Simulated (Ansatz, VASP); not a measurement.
**Two plane-wave programs on Cr**

File INCAR:

```
SYSTEM = Cr
PREC = Accurate
ENCUT = 520
EDIFF = 1E-6
ISMEAR = 0
SIGMA = 0.15
LREAL = .False.
LASPH = .True.
NELM = 60
ALGO = Fast
ISIF = 2
LWAVE = .False.
LCHARG = .True.
GGA = PE
LELF = .True.
LVHAR = .True.
NBANDS = 12
```

The input KPOINTS:

```
Automatic mesh
0
Gamma
  24 24 24
  0 0 0
```

POSCAR

```
Cr
1.0
   -1.3842720000      1.3842720000      1.4419500000
    1.3842720000     -1.3842720000      1.4419500000
    1.3842720000      1.3842720000     -1.4419500000
Cr
1
Direct
    0.0000000000      0.0000000000      0.0000000000
```

Input for Ansatz:

```yaml
crystal:
  lattice:
    - [-1.384272, 1.384272, 1.44195]
    - [1.384272, -1.384272, 1.44195]
    - [1.384272, 1.384272, -1.44195]
  atoms:
    - { symbol: Cr, position: [0.0, 0.0, 0.0] }
basis:
  ecutwfc: 420
kpoints:
  mp_grid: { grid: [24, 24, 24] }
hamiltonian:
  xc: pbe
scf:
  occupations: { method: gaussian, width: 0.15 }
output:
  forces: true
  stress: true
  eigenvalues: true
```

Change from the starting cell: strain -0.040 along x and y, +0.000 along z, atoms carried along.

Alike in both runs: task single point; functional PBE; k mesh 24 × 24 × 24; occupations gaussian, width 0.15 eV; no spin polarisation.

|  | VASP | Ansatz |
| --- | --- | --- |
| version | VASP 6.6.1 | Ansatz 0.2.0 |
| potentials or method | VASP PAW PBE potentials, release 64 (Cr_pv) | scalar-relativistic, plane waves, PAW |
| plane-wave cutoff (eV) | 520 | 420 |
| valence electrons in the cell | 12 | 14 |

|  | VASP | Ansatz | Ansatz less VASP |
| --- | --- | --- | --- |
| gap on the k mesh at the Fermi level (eV) | none | none | - |
| pressure (GPa) | 12.5 | 12.8 | +0.28 |
| largest component of the traceless stress (GPa) | 10.22 | 10.29 | +0.074 |

A gap of «none» marks a metal or a gap that the smearing closes. With one functional, cell and mesh, what is left measures potentials, basis and numerics. The two sets of potentials don't hold the same shells in valence.

Caveats: the run has no spin polarisation, though such a crystal can be magnetic. Spin polarisation is off, so any magnetic state and its effect on volume and gap are missing.
